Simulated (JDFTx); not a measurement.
## Zr: equation of state with RPBE

Crystal: Zr.

```
Zr
1.0
     3.23200    0.00000    0.00000
    -1.61600    2.79899    0.00000
     0.00000    0.00000    5.14700
Zr
2
Direct
  0.66667 0.33333 0.75000
  0.33333 0.66667 0.25000
```

| Property | Result |
| --- | --- |
| Program | JDFTx 1.7.0 (patched build) |
| Task | equation of state |
| Functional | RPBE |
| Potentials or basis | PseudoDojo-SR-PBE-0.5-standard |
| Cutoff | 898 eV |
| Density cutoff | 7184 eV |
| k mesh | 9 × 9 × 5 |
| Occupations | fermi-dirac, width 0.05 eV |
| Spin | no spin polarisation |
| Bands | 18 |
| Density cutoff over wavefunction cutoff | 8 |
| Max SCF steps | 100 |
| SCF threshold on the energy | 1e-09 Ha |
| Solver of the electrons | scf |

| Quantity | Value |
| --- | --- |
| Equilibrium volume | 23.98 Å³/atom |
| Bulk modulus at fixed shape and positions | 90 GPa |
| Pressure derivative of the bulk modulus | 3.2 |

Energy against volume, from the lowest point:
| volume (Å³/atom) | energy (meV/atom) |
| --- | --- |
| 21.884 | 58.24 |
| 22.350 | 33.98 |
| 22.815 | 16.55 |
| 23.281 | 5.41 |
| 23.746 | 0.04 |
| 24.212 | 0.00 |
| 24.678 | 4.86 |

Caveat: the cell was scaled at fixed shape and fractional positions, which overstates the stiffness of a crystal with free parameters, most of all of layers and chains; the potentials were made for another functional, which shifts forces and pressure.
